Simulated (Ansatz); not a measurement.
# In3Se: the cost of one run

Method: DFT PBE, scalar-relativistic, plane waves, PAW, in Ansatz 0.2.0.

1 further run of the same task is left out (set aside as unsound or not needed).

## Step 1: The starting structure

It takes space group Pm-3m (No. 221, cubic). Conventional cell: a = 4.790 Å, b = 4.790 Å, c = 4.790 Å, α = 90.00°, β = 90.00°, γ = 90.00°. Around In (site symmetry 4/mmm) lie 8 In at 3.39 Å and 4 Se at 3.39 Å. Se (site symmetry m-3m) has 12 In at 3.39 Å in its first shell of neighbours.

Coordinates:

```xyz
4
Lattice="4.7904 0.0000 0.0000 0.0000 4.7904 0.0000 0.0000 0.0000 4.7904" Properties=species:S:1:pos:R:3 pbc="T T T"
In    0.0000    2.3952    2.3952
In    2.3952    0.0000    2.3952
In    2.3952    2.3952    0.0000
Se    0.0000    0.0000    0.0000
```

It goes back to an entry of the Materials Project, which need not be the stable form.

It is the result of an earlier relaxation at this level (volume 27.48 Å³/atom; gap on the mesh: none (metal)).

## Step 2: The undisturbed cell

Contents of input.yaml:

```yaml
crystal:
  lattice:
    - [4.7904425522, 0.0, 0.0]
    - [0.0, 4.7904425522, 0.0]
    - [0.0, 0.0, 4.7904425522]
  atoms:
    - { symbol: In, position: [0.0, 0.5, 0.5] }
    - { symbol: In, position: [0.5, 0.0, 0.5] }
    - { symbol: In, position: [0.5, 0.5, 0.0] }
    - { symbol: Se, position: [0.0, 0.0, 0.0] }
basis:
  ecutwfc: 420
kpoints:
  mp_grid: { grid: [8, 8, 8] }
hamiltonian:
  xc: pbe
scf:
  occupations: { method: gaussian, width: 0.15 }
output:
  forces: true
  stress: true
  eigenvalues: true
```

Command:

```
> ansatz run input.yaml --threads 2 --pin off --max-ram 5120MiB --backend cpu --events-out ev --progress --plain --runs-dir out
```

What time and memory should one allow on 2 threads of Arm Neoverse V2, shared host?

About 3.2 s, with a peak of 0.42 GiB.
